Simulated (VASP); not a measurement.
**KI in VASP: the effect of functional**

KI:

```
I K
1.0
     0.00000    3.53277    3.53277
     3.53277    0.00000    3.53277
     3.53277    3.53277    0.00000
I K
1 1
Direct
  0.50000 0.50000 0.50000
  0.00000 0.00000 0.00000
```

Alike in all runs:

| Item | Value |
| --- | --- |
| Program | VASP 6.6.1 |
| Task | relaxation of cell and atoms |
| Cutoff | 600 eV |
| k mesh | 7 × 7 × 7 |
| Occupations | fermi-dirac, width 0.05 eV |
| Spin | no spin polarisation |

Each run relaxes the cell or the atoms first.

One run gave: relaxed volume 39.78 Å³/atom; gap on the mesh 3.87 eV. Which functional did it use?
A. LDA
B. PW91
C. RPBE
D. revPBE
E. AM05

A.

```tsv
functional	potentials or basis	relaxed volume (Å³/atom)	gap on the mesh (eV)
LDA	VASP PAW LDA potentials, release 64 (I, K_sv)	39.78	3.87
PBE	VASP PAW PBE potentials, release 64 (I, K_sv)	46.42	3.85
PBEsol	VASP PAW PBE potentials, release 64 (I, K_sv)	43.16	3.86
RPBE	VASP PAW PBE potentials, release 64 (I, K_sv)	51.19	3.94
revPBE	VASP PAW PBE potentials, release 64 (I, K_sv)	50.50	3.94
BLYP	VASP PAW PBE potentials, release 64 (I, K_sv)	49.45	3.73
AM05	VASP PAW PBE potentials, release 64 (I, K_sv)	45.82	3.94
PW91	VASP PAW PBE potentials, release 64 (I, K_sv)	46.37	3.87
r2SCAN	VASP PAW PBE potentials, release 64 (I, K_sv)	44.65	4.58
SCAN	VASP PAW PBE potentials, release 64 (I, K_sv)	44.05	4.55
optB88-vdW	VASP PAW PBE potentials, release 64 (I, K_sv)	43.33	3.91
vdW-DF-cx	VASP PAW PBE potentials, release 64 (I, K_sv)	44.09	4.02
rev-vdW-DF2	VASP PAW PBE potentials, release 64 (I, K_sv)	43.49	3.83
```

Caveats: spin-orbit coupling is left out, which moves the levels of the heavy elements; an odd mesh through Γ misses points on the zone boundary, where band edges often lie (some runs); the PAW data sets were made with another functional, which shifts forces and pressure a little (some runs); the volume moved by over 15 % at a fixed basis, so the end points are rough (some runs); the relaxation stopped at its first step, so nothing moved (some runs).
